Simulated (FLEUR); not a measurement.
# Bi (R-3m) in FLEUR: further runs

One crystal, Bi, is run at these levels: PBEsol; tasks: single point.

All numbers are computed with FLEUR MaX-R8.1 (later development tree); they aren't measurements. Logs are shortened: lines on timing, memory, paths and dates and some standing lists are left out, and cuts for length are marked.

## 1. The cell of the first run

The structure is trigonal, space group R-3m (No. 166). The conventional cell has a = 4.535 Å, b = 4.535 Å, c = 11.341 Å, α = 90.00°, β = 90.00°, γ = 120.00°. Around Bi (site symmetry 3m) lie 6 Bi at 3.03 to 3.45 Å.

## 2. Single point, PBEsol, 33.67 Å³/atom (strain component 3 = -0.04)

Input file inp.xml:

```xml
<?xml version="1.0" encoding="UTF-8" standalone="no"?>
<fleurInput fleurInputVersion="0.39">
   <comment>
      Bi                                                                                                  
   </comment>
   <calculationSetup>
      <cutoffs Kmax="4.1" Gmax="12.7" GmaxXC="12.7" numbands="0"/>
      <scfLoop itmax="60" minDistance="0.00001" maxIterBroyd="15" imix="Anderson" alpha="0.05" precondParam="0.0" spinf="2.0" sdNocoIR="T"/>
      <coreElectrons ctail="T" frcor="F" kcrel="0" coretail_lmax="0"/>
      <xcFunctional name="PBEs" relativisticCorrections="F"/>
      <magnetism jspins="1"/>
      <soc l_soc="F" theta="0.0" phi="0.0" spav="F"/>
      <expertModes spex="0" secvar="F"/>
      <geometryOptimization l_f="T" forcealpha="1.0" forcemix="BFGS" epsdisp="0.0005" epsforce="0.0002"/>
      <ldaU l_linMix="F" mixParam="0.05" spinf="1.0"/>
   </calculationSetup>
   <cell>
      <bzIntegration valenceElectrons="42.0" mode="hist" fermiSmearingEnergy="0.00183747">
         <kPointListSelection listName="default-1"/>
         <!-- k-points included here -->
         <xi:include xmlns:xi="http://www.w3.org/2001/XInclude" href="kpts.xml"> </xi:include>
      </bzIntegration>
      <!-- symmetry operations included here -->
      <xi:include xmlns:xi="http://www.w3.org/2001/XInclude" href="sym.xml"> </xi:include>
      <bulkLattice scale="1.0">
         <bravaisMatrix>
            <row-1>    4.2849539875304998     2.4739193381895603     7.1440718195278077</row-1>
            <row-2>   -4.2849539875304998     2.4739193381895603     7.1440718195278077</row-2>
            <row-3>    0.0000000000000000    -4.9478386763791207     7.1440718195278077</row-3>
         </bravaisMatrix>
      </bulkLattice>
   </cell>
   <atomSpecies>
      <species name="Bismuth (Bi)" element="Bi" atomicNumber="83">
         <mtSphere radius="2.56" gridPoints="877" logIncrement="0.015"/>
         <atomicCutoffs lmax="10" lnonsphr="10"/>
         <electronConfig flipSpins="F">
            <coreConfig>(1s1/2) (2s1/2) (2p1/2) (2p3/2) (3s1/2) (3p1/2) (3p3/2) (4s1/2) (3d3/2) (3d5/2) (4p1/2) (4p3/2) (5s1/2) (4d3/2) (4d5/2) (4f5/2) (4f7/2)</coreConfig>
            <valenceConfig>(5p1/2) (5p3/2) (6s1/2) (5d3/2) (5d5/2) (6p1/2) (6p3/2)</valenceConfig>
            <stateOccupation state="(6p1/2)" spinUp="0.500000" spinDown="0.500000"/>
            <stateOccupation state="(6p3/2)" spinUp="1.000000" spinDown="1.000000"/>
         </electronConfig>
         <energyParameters s="6" p="6" d="5" f="5"/>
         <lo type="SCLO" l="1" n="5" eDeriv="0"/>
         <lo type="SCLO" l="1" n="5" eDeriv="1"/>
         <lo type="SCLO" l="0" n="6" eDeriv="2"/>
         <lo type="SCLO" l="2" n="5" eDeriv="2"/>
         <lo type="SCLO" l="3" n="5" eDeriv="2"/>
      </species>
   </atomSpecies>
   <atomGroups>
      <atomGroup species="Bismuth (Bi)">
         <relPos label="                   1">-.2340000000 -.2340000000 -.2340000000</relPos>
         <relPos label="                   2">.2340000000 .2340000000 .2340000000</relPos>
         <force calculate="T" relaxXYZ="TTT"/>
      </atomGroup>
   </atomGroups>
   <output dos="F" band="F" slice="F">
      <checks vchk="F" cdinf="F"/>
      <bandDOS minEnergy="-.5*Htr" maxEnergy="0.5*Htr" sigma="0.015" storeEVData="T"/>
      <vacuumDOS vacdos="F" integ="F" star="F" nstars="0" locx1="0.0" locy1="0.0" locx2="0.0" locy2="0.0" nstm="0" tworkf="0.0"/>
      <unfoldingBand unfoldBand="F" supercellX="1" supercellY="1" supercellZ="1"/>
      <plotting iplot="0" polar="F">
         <plot TwoD="T" vec1="  1.0  0.0  0.0" vec2="  0.0  1.0  0.0" vec3="  0.0  0.0  1.0" zero="  0.0  0.0  0.0" file="plot"/>
      </plotting>
      <chargeDensitySlicing numkpt="0" minEigenval="0.0" maxEigenval="0.0" nnne="0" pallst="F"/>
      <specialOutput eonly="F"/>
      <moessbauerParams electricFieldGradient="T" isomerShift="T" coreHyperfine="T" valenceHyperfine="T"/>
      <magneticCircularDichroism mcd="F" energyLo="-10.0" energyUp="0.0"/>
   </output>
  <!-- We include the file relax.xml here to enable relaxations (see documentation) -->
  <xi:include xmlns:xi="http://www.w3.org/2001/XInclude" href="relax.xml"> <xi:fallback/> </xi:include>
</fleurInput>
```

Input file crystal.txt:

```
Bi
&input cartesian=F /
2.2675000000  1.3091417354  3.7804800000
-2.2675000000  1.3091417354  3.7804800000
0.0000000000  -2.6182834708  3.7804800000
1.8897261246
1.0 1.0 1.0

2
83 0.7660000000  0.7660000000  0.7660000000
83 0.2340000000  0.2340000000  0.2340000000

&kpt div1=6 div2=6 div3=6 gamma=T /
```

Potentials or basis: all-electron, FLAPW.

Launch:

```bash
> inpgen -f crystal.txt -profile fastHighL
> # inp.xml edited to the form shown
> fleur_MPI
```

The program printed:

```text
Welcome to FLEUR        (www.flapw.de)
      MaX-Release 8.1          (www.max-centre.eu)

 ========== k-point set info ==========
 Selected k-point list: default-1
 k-point list type: mesh
 6 x 6 x 6
 Number of k points: 32

 ------------Calculation Setup---------------------------
 Number of MPI-tasks      :            1
 Number of PE/node        :            1
 Number of OMP-threads    :            1
 Most efficient MPI parallelization for:
           1           2           4           8          16          32
 Additional eigenvalue parallelization possible
 Number of basis functions:          614
 Approximate size of matrices (H+S) per k-point:         0.006 GB
 --------------------------------------------------------
 Iteration:     1   Distance:      11.71037627 me/bohr^3
 Iteration:     2   Distance:      11.03480688 me/bohr^3
 Iteration:     3   Distance:       3.22652903 me/bohr^3
 Iteration:     4   Distance:       0.24044116 me/bohr^3
 Iteration:     5   Distance:       0.22792999 me/bohr^3
 Iteration:     6   Distance:       0.04106239 me/bohr^3
 Iteration:     7   Distance:       0.00652902 me/bohr^3
 Iteration:     8   Distance:       0.00483133 me/bohr^3
 Iteration:     9   Distance:       0.00183007 me/bohr^3
 Iteration:    10   Distance:       0.00016217 me/bohr^3
 Iteration:    11   Distance:       0.00013555 me/bohr^3
 Iteration:    12   Distance:       0.00001400 me/bohr^3
 Iteration:    13   Distance:       0.00000115 me/bohr^3
 Reset of history

 ********************************************************************
 Run finished successfully
 Stop message:
   Structural relaxation: new displacements generated
 ********************************************************************
```

out.xml (last iteration):

```text
<iteration numberForCurrentRun="   14" overallNumber="   14">
         <energyParameters units="Htr">
            <atomicEP atomType="1" spin="1" branch="6s" branchLowest="-5.36" branchHighest="0.52" value="-0.1501597081"/>
            <atomicEP atomType="1" spin="1" branch="6p" branchLowest="-3.08" branchHighest="1.43" value="0.1549293703"/>
            <atomicEP atomType="1" spin="1" branch="5d" branchLowest="-15.32" branchHighest="-0.50" value="-0.5208753647"/>
            <atomicEP atomType="1" spin="1" branch="5f" branchLowest="-5.17" branchHighest="1.84" value="0.4998538752"/>
            <loAtomicEP atomType="1" spin="1" branch="5p" branchLowest="-24.54" branchHighest="-3.08" value="-3.1536025293"/>
            <loAtomicEP atomType="1" spin="1" branch="5p" branchLowest="-24.54" branchHighest="-3.08" value="-3.1536025293"/>
            <loAtomicEP atomType="1" spin="1" branch="6s" branchLowest="-5.36" branchHighest="0.52" value="-0.1501597081"/>
            <loAtomicEP atomType="1" spin="1" branch="5d" branchLowest="-15.32" branchHighest="-0.50" value="-0.5575465920"/>
            <loAtomicEP atomType="1" spin="1" branch="5f" branchLowest="-5.17" branchHighest="1.84" value="0.4998402194"/>
         </energyParameters>
         <eigenvalues>
            <eigenvaluesAt spin="1" ikpt="1" k_x="0.00000000" k_y="0.00000000" k_z="0.00000000">
                      -3.0806031345       -3.0806031345       -3.0804137055       -3.0804137055       -3.0802662767
                      -3.0801347719       -0.5718655234       -0.5718655234       -0.5656218618       -0.5656218618
                      -0.5645333481       -0.5577364052       -0.5571915252       -0.5571915252       -0.5521829987
                      -0.5521829987       -0.2206674935        0.0042788708        0.2193432944        0.2193432944
                       0.2244584234        0.3663753838        0.3854022939        0.3854022939        0.4771352531
                       0.4771352531        0.4838645491        0.4993687812        0.5003062595        0.5638721569
                       0.5638721569        0.8928221903        0.8981789939
            </eigenvaluesAt>
            <eigenvaluesAt spin="1" ikpt="2" k_x="0.00000000" k_y="0.00000000" k_z="0.16666667">
                      -3.0806020172       -3.0805950714       -3.0804314743       -3.0804148417       -3.0802507125
                      -3.0801405738       -0.5710299607       -0.5708284745       -0.5652019990       -0.5649610871
                      -0.5639638873       -0.5583516062       -0.5577680626       -0.5575439692       -0.5532795098
                      -0.5530930636       -0.2106938804       -0.0207525321        0.2198523755        0.2224147644
                       0.2293682518        0.3420291833        0.3546835163        0.3623894093        0.4518461398
                       0.4855106881        0.4892675338        0.5667446268        0.5784975959        0.6120056110
                       0.6185887464        0.8301233887        0.8365805231
            </eigenvaluesAt>
            <eigenvaluesAt spin="1" ikpt="3" k_x="0.00000000" k_y="0.00000000" k_z="0.33333333">
                      -3.0805997014       -3.0805747320       -3.0804675235       -3.0804169370       -3.0802195359
                      -3.0801563492       -0.5689748154       -0.5680124669       -0.5643029679       -0.5632626757
                      -0.5623965077       -0.5602945992       -0.5593245850       -0.5582812248       -0.5559685808
                      -0.5552620046       -0.1816933373       -0.0749698376        0.2228763682        0.2264042330
                       0.2416212273        0.2930352336        0.3170413494        0.3241040734        0.4880697549
                       0.5300781131        0.5392095502        0.6591603269        0.6906928562        0.6966885619
                       0.7136699734        0.7374818402        0.7395733630
            </eigenvaluesAt>
            <eigenvaluesAt spin="1" ikpt="4" k_x="0.00000000" k_y="0.00000000" k_z="0.50000000">
                      -3.0805985338       -3.0805586518       -3.0804897973       -3.0804179409       -3.0801964161
                      -3.0801728905       -0.5675778488       -0.5649604442       -0.5637792285       -0.5633343570
                      -0.5616728566       -0.5608378123       -0.5597053553       -0.5596049476       -0.5579084329
                      -0.5567174304       -0.1455828450       -0.1220318591        0.2259265633        0.2302036524
                       0.2586246353        0.2631913395        0.2960819763        0.3066072823        0.5592666335
                       0.5881405371        0.6018910300        0.6090752883        0.6281244241        0.6307932868
                       0.8041935721        0.8155754970        0.8182175270
            </eigenvaluesAt>
         </eigenvalues>
         <bandgap value="0.5331519870" units="eV"/>
         <sumValenceSingleParticleEnergies value="-47.5706927978" units="Htr"/>
         <FermiEnergy value="0.2681978847" units="Htr"/>
         <valenceDensity>
            <mtCharges spin="1">
               <mtCharge atomType="1" total="18.6138951" s="1.4675562" p="7.2569446" d="9.8774151" f="0.0104136"/>
            </mtCharges>
            <spinDependentCharge spin="1" total="42.0000000" interstitial="4.7722098" mtSpheres="37.2277902"/>
            <totalCharge value="42.0000000000"/>
         </valenceDensity>
         <coreStates atomType="     1" atomicNumber=" 83" spin="1" kinEnergy="  24946.5950639207" eigValSum=" -13344.6248754974" lostElectrons=" 0.000047">
            <state n="1" l="0" j="0.5" energy="-3325.1467537229" weight="1.0000000000"/>
            <state n="2" l="0" j="0.5" energy="-596.5733784635" weight="1.0000000000"/>
            <state n="2" l="1" j="0.5" energy="-573.1289735932" weight="1.0000000000"/>
            <state n="2" l="1" j="1.5" energy="-487.9055352185" weight="2.0000000000"/>
            <state n="3" l="0" j="0.5" energy="-143.6646802121" weight="1.0000000000"/>
            <state n="3" l="1" j="0.5" energy="-133.0833997141" weight="1.0000000000"/>
            <state n="3" l="1" j="1.5" energy="-114.0025569294" weight="2.0000000000"/>
            <state n="4" l="0" j="0.5" energy="-32.6395186295" weight="1.0000000000"/>
            <state n="3" l="2" j="1.5" energy="-96.6847797419" weight="2.0000000000"/>
            <state n="3" l="2" j="2.5" energy="-92.6393057945" weight="3.0000000000"/>
            <state n="4" l="1" j="0.5" energy="-28.0422339795" weight="1.0000000000"/>
            <state n="4" l="1" j="1.5" energy="-23.3360020971" weight="2.0000000000"/>
            <state n="5" l="0" j="0.5" energy="-5.3565453225" weight="1.0000000000"/>
            <state n="4" l="2" j="1.5" energy="-15.8653866459" weight="2.0000000000"/>
            <state n="4" l="2" j="2.5" energy="-14.9870936171" weight="3.0000000000"/>
            <state n="4" l="3" j="2.5" energy="-5.2881384241" weight="3.0000000000"/>
            <state n="4" l="3" j="3.5" energy="-5.0862048346" weight="4.0000000000"/>
         </coreStates>
         <allElectronCharges>
            <spinDependentCharge spin="1" total="166.0000000" interstitial="4.7723037" mtSpheres="161.2276963"/>
            <totalCharge value="166.0000000088"/>
         </allElectronCharges>
         <moessbauerParams unitsHFF="kG" unitsIS="e/bohr^3" unitsEFG="Htr/bohr^2">
            <coreIsomerShift atomType="1" isTotal="3257180.88811">
               <shell n="1" l="0" isomerShift="2668894.85946"/>
               <shell n="2" l="0" isomerShift="415924.53121"/>
               <shell n="2" l="1" isomerShift="34096.15749"/>
               <shell n="3" l="0" isomerShift="96471.92266"/>
               <shell n="3" l="1" isomerShift="8886.24116"/>
               <shell n="4" l="0" isomerShift="25114.36141"/>
               <shell n="3" l="2" isomerShift="0.00372"/>
               <shell n="4" l="1" isomerShift="2288.49858"/>
               <shell n="5" l="0" isomerShift="5504.31138"/>
               <shell n="4" l="2" isomerShift="0.00105"/>
               <shell n="4" l="3" isomerShift="0.00000"/>
            </coreIsomerShift>
            <isomerShift atomType="1" nucleusRadius="0.0001402" averageDensity="3257857.84627"/>
            <electricFieldGradient atomType="1" VXX="0.32693" VYY="0.32693" VZZ="-0.65385" asymParam="0.00000">
            </electricFieldGradient>
         </moessbauerParams>
         <totalEnergy                                    value="   -43150.8002053911" units="Htr">
            <sumOfEigenvalues                            value="   -26736.8204437926">
               <coreElectrons value="-26689.2497509948"/>
               <valenceElectrons value="-47.5706927978"/>
            </sumOfEigenvalues>
            <densityCoulombPotentialIntegral value="-76167.1082622656"/>
            <densityEffectivePotentialIntegral value="-77202.4269046270"/>
            <chargeDenXCDenIntegral value="-785.8555438635"/>
            <FockExchangeEnergyValence value="0.0000000000"/>
            <FockExchangeEnergyCore value="0.0000000000"/>
            <atomTypeDependentContributions atomType="1">
               <electronNucleiInteractionDifferentMTs value="54654.0725741086"/>
               <MadelungTerm value="-92.9244171206"/>
            </atomTypeDependentContributions>
            <tkbTimesEntropy value="0.0001393596"/>
            <freeEnergy value="-43150.8003447507"/>
            <extrapolationTo0K value="-43150.8002750709"/>
         </totalEnergy>
         <totalForcesOnRepresentativeAtoms units="Htr/bohr">
            <forceTotal atomType="1" x="0.000000" y="0.000000" z="-5.015138" F_x="0.00000000" F_y="0.00000000" F_z="-0.00499826"/>
         </totalForcesOnRepresentativeAtoms>
      </iteration>
```

Wall time 74 s (1 thread of Arm Neoverse V2, shared host); peak memory 0.08 GiB.

What came out:

| Quantity | Value |
| --- | --- |
| Free energy | -1174193.0950 eV |
| Largest force | 0.257 eV/Å |
| Band gap on the k mesh | none (metal or under the smearing width) |
| Valence electrons inside the program's atomic spheres | Bi 18.61 (radii Bi 2.56 bohr) |

Caveat: spin-orbit coupling is left out, which moves the levels of the heavy elements.

## 3. Single point, PBEsol, 34.37 Å³/atom (strain component 3 = -0.02)

Edit inp.xml of step 2 so:

```diff
@@ -26,5 +26,5 @@
          <bravaisMatrix>
-            <row-1>    4.2849539875304998     2.4739193381895603     7.1440718195278077</row-1>
-            <row-2>   -4.2849539875304998     2.4739193381895603     7.1440718195278077</row-2>
-            <row-3>    0.0000000000000000    -4.9478386763791207     7.1440718195278077</row-3>
+            <row-1>    4.2849539875304998     2.4739193381895603     7.2929066491013028</row-1>
+            <row-2>   -4.2849539875304998     2.4739193381895603     7.2929066491013028</row-2>
+            <row-3>    0.0000000000000000    -4.9478386763791207     7.2929066491013028</row-3>
          </bravaisMatrix>
@@ -34,3 +34,3 @@
       <species name="Bismuth (Bi)" element="Bi" atomicNumber="83">
-         <mtSphere radius="2.56" gridPoints="877" logIncrement="0.015"/>
+         <mtSphere radius="2.56" gridPoints="879" logIncrement="0.015"/>
          <atomicCutoffs lmax="10" lnonsphr="10"/>
```

Input file crystal.txt:

```
Bi
&input cartesian=F /
2.2675000000  1.3091417354  3.8592400000
-2.2675000000  1.3091417354  3.8592400000
0.0000000000  -2.6182834708  3.8592400000
1.8897261246
1.0 1.0 1.0

2
83 0.7660000000  0.7660000000  0.7660000000
83 0.2340000000  0.2340000000  0.2340000000

&kpt div1=6 div2=6 div3=6 gamma=T /
```

Potentials or basis: all-electron, FLAPW.

Launch:

```bash
> inpgen -f crystal.txt -profile fastHighL
> # inp.xml edited to the form shown
> fleur_MPI
```

Wall time 77 s (1 thread of Arm Neoverse V2, shared host); peak memory 0.08 GiB.

It converged, with:

| Property | Result |
| --- | --- |
| Free energy | -1174193.1100 eV |
| Largest force | 0.159 eV/Å |
| Band gap on the k mesh | none (metal or under the smearing width) |
| Valence electrons inside the program's atomic spheres | Bi 18.60 (radii Bi 2.56 bohr) |

Caveat: spin-orbit coupling is left out, which moves the levels of the heavy elements.
